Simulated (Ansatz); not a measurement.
Polymorphs of ZrO2, each relaxed with PBE (plane waves, PAW; program Ansatz):

A: P2_1/c
a = 5.189 Å, b = 5.242 Å, c = 5.379 Å, α = 90.00°, β = 99.67°, γ = 90.00°

| atom | site | symmetry | x | y | z |
|---|---|---|---|---|---|
| Zr | 4e | 1 | 0.2757 | 0.0439 | 0.2102 |
| O | 4e | 1 | 0.0649 | 0.3262 | 0.3502 |
| O | 4e | 1 | 0.5489 | 0.2567 | 0.0247 |

B: P4_2/nmc
a = b = 3.6208 Å, c = 5.2838 Å, α = β = γ = 90.00°

```csv
atom,site,symmetry,x,y,z
Zr,2a,-4m2,0.0000,0.0000,0.0000
O,4d,2mm.,0.5000,0.0000,0.1926
```

Q: Rank these by energy per atom at 0 K (lowest first), as PBE gives it.

A: A (+0 meV/atom), B (+37 meV/atom)

Q: Give each one's gap.

A: A 3.66 eV; B 4.04 eV.

Not the usual ambient phase: B. All cells were relaxed under the symmetry of their starts (and spin orders); stability against distortions was not tested throughout. Rows with no word on spin ran without spin polarisation. Scalar-relativistic: spin–orbit coupling is off unless named, which matters more the heavier the elements.

Energies hold the estimated change up to a 700 eV cutoff; steps of a few meV lie near the error of the meshes.

Potentials: the earlier of the program's two PAW sets.
